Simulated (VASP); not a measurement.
# SiC in VASP: how settings move the PBE single point

The PBE single point of SiC built on the CsCl prototype is repeated with altered inputs. Which of them can be trusted? This is a trial cell built on a prototype, not taken from a measured structure, and it needn't be the compound's ground state.

The runs shown are made with VASP 6.6.1. PAW datasets, plane waves. No spin polarisation and no zero-point or thermal motion; the cell was built from a prototype and may be hypothetical.

### Step 1. Starting point

The cell comes from an earlier relaxation with r2SCAN in another program.

Space group Pm-3m (No. 221), cubic; a = 2.620 Å in the conventional setting, 8.99 Å³ an atom. Si has 8 C at 2.27 Å; C has 8 Si at 2.27 Å.

Structure file:

```
CELL_PARAMETERS angstrom
2.62012 0.00000 0.00000
0.00000 2.62012 0.00000
0.00000 0.00000 2.62012
ATOMIC_POSITIONS crystal
Si 0.00000 0.00000 0.00000
C 0.50000 0.50000 0.50000
```

### Step 2. Reference

INCAR reads:

```
ENCUT = 520.000000
SIGMA = 0.020000
EDIFF = 1.00e-07
GGA = PE
PREC = Accurate
IBRION = -1
ISIF = 2
ISMEAR = -1
NBANDS = 11
NELM = 120
NSW = 0
LASPH = .TRUE.
LCHARG = .FALSE.
LWAVE = .FALSE.
LREAL = .FALSE.
```

KPOINTS reads:

```
KPOINTS created by Atomic Simulation Environment
0
Gamma
10 10 10
0 0 0
```

POSCAR reads:

```
Si C
 1.0000000000000000
     2.6201228653549338    0.0000000000000000   -0.0000000000000000
     0.0000000000000000    2.6201228653549338    0.0000000000000000
    -0.0000000000000000    0.0000000000000000    2.6201228653549338
 Si  C
   1   1
Cartesian
  0.0000000000000000 -0.0000000000000000 -0.0000000000000000
  1.3100614326774669  1.3100614326774669  1.3100614326774669
```

A file KPOINTS_OPT adds named points for the levels; it doesn't enter the self-consistent loop.

Potentials: the recommended PBE PAW datasets, 8 valence electrons.

Command:

```console
mpirun -np 1 vasp_std
```

The closing lines of the self-consistent loop in OSZICAR:

```text
DAV:  12    -0.108973206839E+02    0.12990E-06   -0.55614E-07  1381   0.478E-03    0.925E-04
DAV:  13    -0.108973205504E+02    0.13352E-06   -0.26860E-08   763   0.116E-03    0.215E-04
DAV:  14    -0.108973205428E+02    0.75595E-08   -0.43081E-09   742   0.360E-04
   1 F= -.10897321E+02 E0= -.10896005E+02  d E =-.263130E-02
```

Run time: 4 s. Hardware: 1 MPI rank of Intel Xeon 6975P-C, shared host; peak memory 0.12 GiB.

It gives: energy (σ→0) -10.8960 eV, pressure 4.65 GPa, gap on the mesh -3.58 eV.

### Step 3. Try 1

INCAR reads:

```
ENCUT = 520.000000
SIGMA = 0.020000
EDIFF = 1.00e-07
PREC = Accurate
IBRION = -1
ISIF = 2
ISMEAR = -1
NSW = 0
LASPH = .TRUE.
LCHARG = .FALSE.
LWAVE = .FALSE.
LREAL = .FALSE.
NBANDS = 8
BMIX = 2.0
METAGGA = RSCAN
NELM = 91
```

KPOINTS is that of step 2.

POSCAR is that of step 2.

Command:

```console
mpirun -np 1 vasp_std
```

Standard output, without the iteration lines:

```text
POSCAR found type information on POSCAR SiC
 POSCAR found :  2 types and       2 ions
 -----------------------------------------------------------------------------
|                                                                             |
|                                                                             |
|     You enforced a specific xc type in the INCAR file but a different       |
|     I HOPE YOU KNOW WHAT YOU ARE DOING!                                     |
|                                                                             |
 -----------------------------------------------------------------------------

 LDA part: xc-table for (None), standard interpolation
 POSCAR, INCAR and KPOINTS ok, starting setup
 FFT: planning ... GRIDC
 FFT: planning ... GRID_SOFT
 FFT: planning ... GRID
 WAVECAR not read
 entering main loop
```

OSZICAR:

```text
N       E                     dE             d eps       ncg     rms          rms(c)
DAV:   1    -0.375982547919E+01   -0.37598E+01   -0.43641E+03   952   0.884E+02
DAV:   2    -0.189817997825E+02   -0.15222E+02   -0.14847E+02  1280   0.969E+01
DAV:   3    -0.191723703702E+02   -0.19057E+00   -0.19030E+00  1056   0.129E+01
DAV:   4    -0.191726852707E+02   -0.31490E-03   -0.31490E-03  1248   0.556E-01
DAV:   5    -0.191726857926E+02   -0.52190E-06   -0.52187E-06  1064   0.131E-02    0.562E+00
DAV:   6    -0.169370459279E+02    0.22356E+01   -0.10489E+00  1072   0.611E+00    0.338E+00
DAV:   7    -0.168875428569E+02    0.49503E-01   -0.31215E-01  1136   0.336E+00    0.115E+00
DAV:   8    -0.168839149359E+02    0.36279E-02   -0.92458E-03   912   0.932E-01    0.253E-01
DAV:   9    -0.168831493479E+02    0.76559E-03   -0.28659E-03   984   0.332E-01    0.255E-01
DAV:  10    -0.168831015155E+02    0.47832E-04   -0.39219E-04  1008   0.143E-01    0.484E-02
DAV:  11    -0.168831020918E+02   -0.57626E-06   -0.19653E-05  1056   0.330E-02    0.423E-03
DAV:  12    -0.168831026151E+02   -0.52328E-06   -0.76830E-07  1024   0.868E-03    0.372E-03
DAV:  13    -0.168831023678E+02    0.24723E-06   -0.51773E-08   552   0.205E-03    0.579E-04
DAV:  14    -0.168831022819E+02    0.85971E-07   -0.22130E-08   544   0.875E-04
   1 F= -.16883102E+02 E0= -.16882180E+02  d E =-.184401E-02
```

OUTCAR, selected sections:

```text
k-points           NKPTS =     56   k-points in BZ     NKDIM =     56   number of bands    NBANDS=      8

   NELECT =       8.0000    total number of electrons

   dimension x,y,z NGX =    20 NGY =   20 NGZ =   20
   dimension x,y,z NGXF=    40 NGYF=   40 NGZF=   40

  energy-cutoff  :      520.00
  volume of cell :       17.99
      direct lattice vectors                 reciprocal lattice vectors
     2.620122865  0.000000000  0.000000000     0.381661491  0.000000000  0.000000000
     0.000000000  2.620122865  0.000000000     0.000000000  0.381661491  0.000000000
     0.000000000  0.000000000  2.620122865     0.000000000  0.000000000  0.381661491

 k-points in reciprocal lattice and weights: KPOINTS created by Atomic Simulation Env
   0.00000000  0.00000000  0.00000000       0.001
   0.10000000  0.00000000  0.00000000       0.006
   0.20000000  0.00000000  0.00000000       0.006
   0.30000000  0.00000000  0.00000000       0.006
   0.40000000  0.00000000  0.00000000       0.006
   0.50000000  0.00000000  0.00000000       0.003
   0.10000000  0.10000000  0.00000000       0.012
   0.20000000  0.10000000  0.00000000       0.024
[... 48 more k-points ...]

 E-fermi :  11.4258

 k-point     1 :       0.0000    0.0000    0.0000
  band No.  band energies     occupation
      1      -7.3373      2.00000
      2      10.2622      2.00000
      3      10.2622      2.00000
      4      10.2622      2.00000
      5      13.4763      0.00000
      6      16.7296      0.00000
      7      16.7296      0.00000
      8      25.4948      0.00000

 k-point     2 :       0.1000    0.0000    0.0000
  band No.  band energies     occupation
      1      -7.1314      2.00000
      2       8.4713      2.00000
      3      10.4121      2.00000
      4      10.4121      2.00000
      5      14.0799      0.00000
      6      16.9361      0.00000
      7      18.0984      0.00000
      8      24.9296      0.00000

 k-point     3 :       0.2000    0.0000    0.0000
  band No.  band energies     occupation
      1      -6.5168      2.00000
      2       5.5758      2.00000
      3      10.8417      2.00000
      4      10.8417      2.00000
      5      14.7436      0.00000
      6      17.5445      0.00000
      7      20.1977      0.00000
      8      23.4728      0.00000

 k-point     4 :       0.3000    0.0000    0.0000
  band No.  band energies     occupation
      1      -5.5069      2.00000
      2       2.7674      2.00000
      3      11.4753      0.15483
      4      11.4753      0.15483
      5      15.5141      0.00000
      6      18.5066      0.00000
      7      20.3734      0.00000
      8      21.7127      0.00000

 k-point     5 :       0.4000    0.0000    0.0000
  band No.  band energies     occupation
      1      -4.1534      2.00000
      2       0.2990      2.00000
      3      12.1236      0.00000
      4      12.1236      0.00000
      5      16.4178      0.00000
      6      19.4353      0.00000
      7      19.6471      0.00000
      8      20.2570      0.00000

[... the tables of k-points 6 to 56 left out ...]

  Total        0.0138395      0.0138395      0.0138395     -0.0000000     -0.0000000      0.0000000
  in kB        1.2327288      1.2327288      1.2327288     -0.0000000     -0.0000000      0.0000000
  external PRESSURE =       1.2327288 kB  Pullay stress =       0.0000000 kB

 POSITION                                       TOTAL-FORCE (eV/Angst)
 -----------------------------------------------------------------------------------
      0.00000      0.00000      0.00000         0.000000      0.000000      0.000000
      1.31006      1.31006      1.31006         0.000000      0.000000      0.000000
 -----------------------------------------------------------------------------------
    total drift:                                0.000000      0.000000      0.000000

  FREE ENERGIE OF THE ION-ELECTRON SYSTEM (eV)
  ---------------------------------------------------
  free  energy   TOTEN  =       -16.8831022819 eV

  energy  without entropy=      -16.8812582749  energy(sigma->0) =      -16.88218028
```

Run time: 12 s. Hardware: 1 MPI rank of Intel Xeon 6975P-C, shared host; peak memory 0.12 GiB.

Changed: NBANDS = 8, BMIX = 2, METAGGA = RSCAN, NELM = 91. VASP runs to the end. Its total energy is on another scale than the reference's; the pressure goes from 4.7 to 0.1 GPa, the gap on the mesh goes from -3.58 to -3.74 eV. The functional is now rSCAN, on datasets made with PBE.

### Step 4. Try 2

INCAR: that of step 2 with these lines changed.

```diff
@@ -15 +15,2 @@
 LREAL = .FALSE.
+ALGO = Conjugate
```

KPOINTS is that of step 2.

POSCAR is that of step 2.

Command:

```console
mpirun -np 1 vasp_std
```

Standard output, without the iteration lines:

```text
POSCAR found type information on POSCAR SiC
 POSCAR found :  2 types and       2 ions
 LDA part: xc-table for (Slater+PW92), standard interpolation
 POSCAR, INCAR and KPOINTS ok, starting setup
 FFT: planning ... GRIDC
 FFT: planning ... GRID_SOFT
 FFT: planning ... GRID
 WAVECAR not read
 entering main loop
 gam= 0.000 g(H,U,f)=  0.491E+00 0.199E+01 0.134E+01 ort(H,U,f) = 0.000E+00 0.000E+00 0.000E+00
 gam= 0.000 trial= 0.400  step=  0.4513 mean=  0.4000
 gam= 0.062 g(H,U,f)=  0.138E-01 0.168E+00 0.548E-01 ort(H,U,f) = 0.656E-01 0.574E+00 0.186E+00
 gam= 0.062 trial= 0.405  step=  0.5023 mean=  0.4051
 gam= 0.055 g(H,U,f)=  0.790E-02 0.358E-02 0.159E-02 ort(H,U,f) =-0.496E-02 0.290E-01 0.143E-01
 gam= 0.055 trial= 0.415  step=  0.8391 mean=  0.4148
 gam= 0.467 g(H,U,f)=  0.274E-02 0.175E-02 0.162E-02 ort(H,U,f) = 0.367E-02-0.337E-02-0.324E-02
 gam= 0.467 trial= 0.457  step=  0.5664 mean=  0.4573
 gam= 0.245 g(H,U,f)=  0.284E-03 0.617E-03 0.596E-03 ort(H,U,f) =-0.138E-03 0.679E-04 0.600E-04
 gam= 0.245 trial= 0.468  step=  0.4144 mean=  0.4682
 gam= 0.244 g(H,U,f)=  0.343E-03 0.109E-04 0.119E-04 ort(H,U,f) =-0.149E-03 0.850E-04 0.844E-04
 gam= 0.244 trial= 0.463  step=  0.6564 mean=  0.4628
 gam= 0.516 g(H,U,f)=  0.124E-03 0.361E-04 0.283E-04 ort(H,U,f) = 0.119E-03-0.561E-04-0.491E-04
 gam= 0.516 trial= 0.482  step=  0.5115 mean=  0.4822
 gam= 0.178 g(H,U,f)=  0.204E-04 0.725E-05 0.588E-05 ort(H,U,f) =-0.229E-05 0.312E-05 0.135E-05
 gam= 0.178 trial= 0.485  step=  0.5078 mean=  0.4851
 gam= 0.319 g(H,U,f)=  0.100E-04 0.339E-06 0.304E-06 ort(H,U,f) = 0.110E-05-0.169E-05-0.140E-05
 gam= 0.319 trial= 0.487  step=  0.8414 mean=  0.4874
 gam= 0.435 g(H,U,f)=  0.224E-05 0.130E-05 0.110E-05 ort(H,U,f) =-0.117E-05-0.393E-06-0.270E-06
 gam= 0.435 trial= 0.523  step=  0.4351 mean=  0.5228
 gam= 0.260 g(H,U,f)=  0.111E-05 0.559E-07 0.396E-07 ort(H,U,f) =-0.329E-06 0.227E-06 0.185E-06
 gam= 0.260 trial= 0.514  step=  0.4102 mean=  0.5140
 gam= 0.457 g(H,U,f)=  0.458E-06 0.500E-07 0.442E-07 ort(H,U,f) = 0.440E-06-0.995E-07-0.917E-07
 gam= 0.457 trial= 0.504  step=  0.4460 mean=  0.5036
 gam= 0.000 g(H,U,f)=  0.878E-07 0.729E-07 0.653E-07 ort(H,U,f) = 0.160E-06 0.188E-08 0.244E-08
 gam= 0.000 trial= 0.498  step=  0.9706 mean=  0.4979
 gam= 0.000 g(H,U,f)=  0.346E-07 0.517E-07 0.423E-07 ort(H,U,f) =-0.209E-07-0.606E-07-0.526E-07
 gam= 0.000 trial= 0.545  step=  0.2862 mean=  0.5451
 final diagonalization occupied
```

OSZICAR:

```text
N       E                     dE             d eps       ncg     rms           ort
DAV:   1     0.496896178376E+01    0.49690E+01   -0.48633E+03   616   0.721E+02
DAV:   2    -0.109329475162E+02   -0.15902E+02   -0.15098E+02   616   0.103E+02
DAV:   3    -0.113986843325E+02   -0.46574E+00   -0.45881E+00   616   0.132E+01
DAV:   4    -0.113997683561E+02   -0.10840E-02   -0.10839E-02   616   0.781E-01
DAV:   5    -0.113997705123E+02   -0.21562E-05   -0.21553E-05   616   0.334E-02
SDA:   6    -0.991712458799E+01    0.14826E+01   -0.21553E-05   616   0.382E+01   0.000E+00
CGA:   7    -0.108135961851E+02   -0.89647E+00   -0.86170E+00   616   0.237E+00   0.825E+00
CGA:   8    -0.108897014401E+02   -0.76105E-01   -0.72394E-01   616   0.131E-01   0.383E-01
CGA:   9    -0.108954837787E+02   -0.57823E-02   -0.63761E-02   616   0.611E-02  -0.294E-02
CGA:  10    -0.108968247419E+02   -0.13410E-02   -0.13415E-02   616   0.150E-02  -0.991E-05
CGA:  11    -0.108971336014E+02   -0.30886E-03   -0.30975E-03   616   0.365E-03   0.202E-04
CGA:  12    -0.108972565913E+02   -0.12299E-03   -0.12156E-03   616   0.189E-03   0.142E-04
CGA:  13    -0.108973067393E+02   -0.50148E-04   -0.50117E-04   616   0.336E-04   0.217E-05
CGA:  14    -0.108973153364E+02   -0.85970E-05   -0.86188E-05   616   0.107E-04  -0.198E-05
CGA:  15    -0.108973192436E+02   -0.39073E-05   -0.42320E-05   616   0.465E-05  -0.183E-05
CGA:  16    -0.108973200773E+02   -0.83362E-06   -0.83790E-06   616   0.121E-05   0.829E-07
CGA:  17    -0.108973203175E+02   -0.24022E-06   -0.25259E-06   616   0.553E-06   0.249E-06
SDA:  18    -0.108973204601E+02   -0.14257E-06   -0.14861E-06   616   0.226E-06   0.164E-06
SDA:  19    -0.108973205377E+02   -0.77679E-07   -0.10974E-06   616   0.129E-06  -0.134E-06
   1 F= -.10897321E+02 E0= -.10896005E+02  d E =-.263204E-02
```

Parts of OUTCAR:

```text
k-points           NKPTS =     56   k-points in BZ     NKDIM =     56   number of bands    NBANDS=     11

   NELECT =       8.0000    total number of electrons

   dimension x,y,z NGX =    20 NGY =   20 NGZ =   20
   dimension x,y,z NGXF=    40 NGYF=   40 NGZF=   40

  energy-cutoff  :      520.00
  volume of cell :       17.99
      direct lattice vectors                 reciprocal lattice vectors
     2.620122865  0.000000000  0.000000000     0.381661491  0.000000000  0.000000000
     0.000000000  2.620122865  0.000000000     0.000000000  0.381661491  0.000000000
     0.000000000  0.000000000  2.620122865     0.000000000  0.000000000  0.381661491

 k-points in reciprocal lattice and weights: KPOINTS created by Atomic Simulation Env
   0.00000000  0.00000000  0.00000000       0.001
   0.10000000  0.00000000  0.00000000       0.006
   0.20000000  0.00000000  0.00000000       0.006
   0.30000000  0.00000000  0.00000000       0.006
   0.40000000  0.00000000  0.00000000       0.006
   0.50000000  0.00000000  0.00000000       0.003
   0.10000000  0.10000000  0.00000000       0.012
   0.20000000  0.10000000  0.00000000       0.024
[... 48 more k-points ...]

 E-fermi :  11.4675

 k-point     1 :       0.0000    0.0000    0.0000
  band No.  band energies     occupation
      1      -6.2598      2.00000
      2      10.3980      2.00000
      3      10.3980      2.00000
      4      10.3980      2.00000
      5      13.3225      0.00000
      6      16.4532      0.00000
      7      16.4532      0.00000
      8      24.5951      0.00000
      9      24.5951      0.00000
     10      24.5951      0.00000
     11      31.9116      0.00000

 k-point     2 :       0.1000    0.0000    0.0000
  band No.  band energies     occupation
      1      -6.0639      2.00000
      2       8.6906      2.00000
      3      10.5390      2.00000
      4      10.5390      2.00000
      5      13.8956      0.00000
      6      16.6499      0.00000
      7      17.7478      0.00000
      8      24.0880      0.00000
      9      24.0880      0.00000
     10      24.4673      0.00000
     11      31.6093      0.00000

 k-point     3 :       0.2000    0.0000    0.0000
  band No.  band energies     occupation
      1      -5.4792      2.00000
      2       5.9439      2.00000
      3      10.9434      2.00000
      4      10.9434      2.00000
      5      14.5256      0.00000
      6      17.2297      0.00000
      7      19.6818      0.00000
      8      22.7649      0.00000
      9      22.7649      0.00000
     10      24.8776      0.00000
     11      31.1157      0.00000

 k-point     4 :       0.3000    0.0000    0.0000
  band No.  band energies     occupation
      1      -4.5165      2.00000
      2       3.2787      2.00000
      3      11.5394      0.05361
      4      11.5394      0.05361
      5      15.2637      0.00000
      6      18.1477      0.00000
      7      19.7809      0.00000
      8      21.1439      0.00000
      9      21.1439      0.00000
     10      27.2923      0.00000
     11      28.0741      0.00000

[... the tables of k-points 5 to 56 left out ...]

  Total        0.5220954      0.5220954      0.5220954      0.0000000     -0.0000000      0.0000000
  in kB       46.5045491     46.5045491     46.5045491      0.0000000     -0.0000000      0.0000000
  external PRESSURE =      46.5045491 kB  Pullay stress =       0.0000000 kB

 POSITION                                       TOTAL-FORCE (eV/Angst)
 -----------------------------------------------------------------------------------
      0.00000      0.00000      0.00000         0.000000      0.000000      0.000000
      1.31006      1.31006      1.31006         0.000000      0.000000      0.000000
 -----------------------------------------------------------------------------------
    total drift:                                0.000000      0.000000      0.000000

  FREE ENERGIE OF THE ION-ELECTRON SYSTEM (eV)
  ---------------------------------------------------
  free  energy   TOTEN  =       -10.8973205377 eV

  energy  without entropy=      -10.8946884990  energy(sigma->0) =      -10.89600452
```

It took 5.2 s on 1 MPI rank of Intel Xeon 6975P-C, shared host; peak memory 0.13 GiB.

Changed: ALGO = Conjugate. VASP runs to the end. Against the reference the energy moves by less than 0.1 meV/atom. The route differs and the result agrees.

### Step 5. Side by side

| run | changed | ending | energy change (meV/atom) | pressure (GPa) | gap on the mesh (eV; negative: overlap) | electronic steps | time | usable |
| --- | --- | --- | --- | --- | --- | --- | --- | --- |
| ref. | – | converged | 0 | 4.7 | -3.58 | 14 | 4 s | yes |
| 1 | NBANDS = 8, BMIX = 2, METAGGA = RSCAN, NELM = 91 | converged | – | 0.1 | -3.74 | 14 | 12 s | yes |
| 2 | ALGO = Conjugate | converged | 0.0 | 4.7 | -3.58 | 19 | 5.2 s | yes |

Of 2 altered inputs, 2 gave usable results.
